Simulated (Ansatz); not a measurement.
## CaO: vacancy migration on the O sublattice

All numbers below come from DFT PBE, scalar-relativistic, plane waves, PAW (Ansatz 0.2.0). Cutoff 420 eV, Γ-centred 4×4×4 k-points, Gaussian smearing of 0.05 eV. No spin polarisation.

The perfect supercell:

```
CELL_PARAMETERS angstrom
0.00000 4.83092 -4.83092
4.83092 4.83092 0.00000
4.83092 0.00000 -4.83092
ATOMIC_POSITIONS crystal
Ca 0.50000 0.50000 0.00000
Ca 0.50000 0.00000 0.00000
Ca 0.00000 0.50000 0.00000
Ca 0.00000 0.00000 0.00000
Ca 0.50000 0.50000 0.50000
Ca 0.50000 0.00000 0.50000
Ca 0.00000 0.50000 0.50000
Ca 0.00000 0.00000 0.50000
O 0.25000 0.75000 0.25000
O 0.25000 0.25000 0.25000
O 0.75000 0.75000 0.25000
O 0.75000 0.25000 0.25000
O 0.25000 0.75000 0.75000
O 0.25000 0.25000 0.75000
O 0.75000 0.75000 0.75000
O 0.75000 0.25000 0.75000
```

Atom 9 (O) is removed, leaving a vacancy of charge +2 (uniform background), and atom 10 jumps 3.42 Å into it. The vacancy and the half-way point are each relaxed at fixed cell, keeping their symmetry. The supercell is small, and one in 8 of its O atoms is missing. It repeats after two jumps, so the jumping atom has a vacancy on both sides, which can shift the barrier from that beside a lone vacancy.

Question: How high does the half-way point lie?

Answer: 1.51 eV above the relaxed vacancy, with the jumping atom 0.00 Å off the straight line, where the cell's symmetry pins it, so a bent path, which could be lower, wasn't tried. This is the barrier if that point is a first-order saddle, which wasn't checked.

Cost: 2 runs of about 3.6 core-minutes in all, on Arm Neoverse V1 (shared hosts).